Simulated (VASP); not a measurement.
Write the native input for VASP 6.6.1 that does the following.

```
Task                   : relaxation of cell and atoms
Functional             : PBEsol
Potentials or basis    : VASP PAW PBE potentials, release 64 (In_d, Ga_d, P)
Cutoff                 : 600 eV
k mesh                 : 6 × 6 × 6
Occupations            : gaussian, width 0.03 eV
Spin                   : no spin polarisation
Further INCAR settings : ALGO = Normal; EDIFF = 1e-07; IBRION = 2; EDIFFG = -0.005; NSW = 90; ISIF = 3
```

The structure of InGaP2 lies in POSCAR:

```
InGaP2                                  
1.0
    5.6410244768      0.0000000000     -0.0000000000
    0.0000000000     -5.6410244768      0.0000000000
    0.0000000000      0.0000000000     -5.6925417302
  In              Ga              P             
     2     2     4
Direct
     1.0000000000000000    0.5000000000000000    0.5000000000000000
     0.5000000000000000    0.0000000000000000    0.5000000000000000
     0.5000000000000000    0.5000000000000000    0.0000000000000000
     1.0000000000000000    0.0000000000000000    0.0000000000000000
     0.2500000000000000    0.2500000000000000    0.2288828190225237
     0.7500000000000000    0.7500000000000000    0.2288828190225237
     0.7500000000000000    0.2500000000000000    0.7711171809774763
     0.2500000000000000    0.7500000000000000    0.7711171809774763
```

The cell was built by a generator and needn't be a form met in nature.

One way to write it, as run:

INCAR

```
PREC = Accurate ; ENCUT = 600
EDIFF = 1E-7 ; ISMEAR = 0
SIGMA = 0.03 ; LREAL = False
LASPH = True ; NELM = 80
ALGO = Normal ; ISIF = 3
LWAVE = False ; LCHARG = False
GGA = PS ; IBRION = 2
NSW = 90 ; EDIFFG = -0.005
KPAR = 4
```

KPOINTS

```
regular mesh
0
Gamma
  6 6 6
```

Potentials or basis: VASP PAW PBE potentials, release 64 (In_d, Ga_d, P).

Run with:

```bash
$ cat potpaw_PBE.64/In_d/POTCAR potpaw_PBE.64/Ga_d/POTCAR potpaw_PBE.64/P/POTCAR > POTCAR
$ mpirun -np 4 vasp_std > vasp.out
```

It gave:

```
Pressure after relaxing      : 0.0 GPa
Largest force after relaxing : 0.004 eV/Å
Band gap on the k mesh       : 0.90 eV
```

Caveat: the relaxation stopped at its first step, so nothing moved; the PAW data sets were made with another functional, which shifts forces and pressure a little; spin-orbit coupling is left out, which moves the levels of the heavy elements.

Run time: 100 s on 4 MPI ranks on Intel(R) Xeon(R) Platinum 8488C (Sapphire Rapids), on a shared host, peak memory 0.54 GiB a rank.
